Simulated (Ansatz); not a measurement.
**Pb under changes of volume**

One of the cells (30.323 Å³/atom); the others are scaled copies at fixed shape and fractional positions:

```xyz
1
Lattice="0.0000 2.4750 2.4750 2.4750 0.0000 2.4750 2.4750 2.4750 0.0000" Properties=species:S:1:pos:R:3 pbc="T T T"
Pb    0.0000    0.0000    0.0000
```

```yaml
Program: Ansatz 0.2.0
Functional: HSE06
Potentials_or_basis: Ansatz PAW
Cutoff: "420 eV (not typed: the program's choice for these potentials)"
k_mesh: 5 × 5 × 5
Occupations: fermi-dirac, width 0.05 eV
Spin: no spin polarisation
```

```csv
volume (Å³/atom),energy over the lowest point (meV/atom),pressure (GPa)
28.503,24.55,4.0
29.110,?,?
29.716,3.78,1.5
30.323,0.00,0.5
30.929,0.01,-0.5
31.535,3.38,-1.3
32.142,9.79,-2.0
```

Q: What does the run at 29.110 Å³/atom give?

A: Energy over the lowest point 11.79 meV/atom; pressure 2.7 GPa.

Worked out: A Birch-Murnaghan fit of order 3 (a polynomial in V^(-2/3)) to the other rows has its minimum at 30.62 Å³/atom with B0 = V·E''(V) = 48 GPa and B' = 4.7. It gives 11.78 meV/atom at 29.110 Å³/atom, against the run's 11.79, and -dE/dV = 2.7 GPa, against 2.7.

Energies are extrapolated to zero smearing.

Caveats: all runs use coarse meshes; the PAW data sets come from PBE, with cores solved anew for the run's functional, which leaves a small shift of forces and pressure; the thresholds are loose for stress.
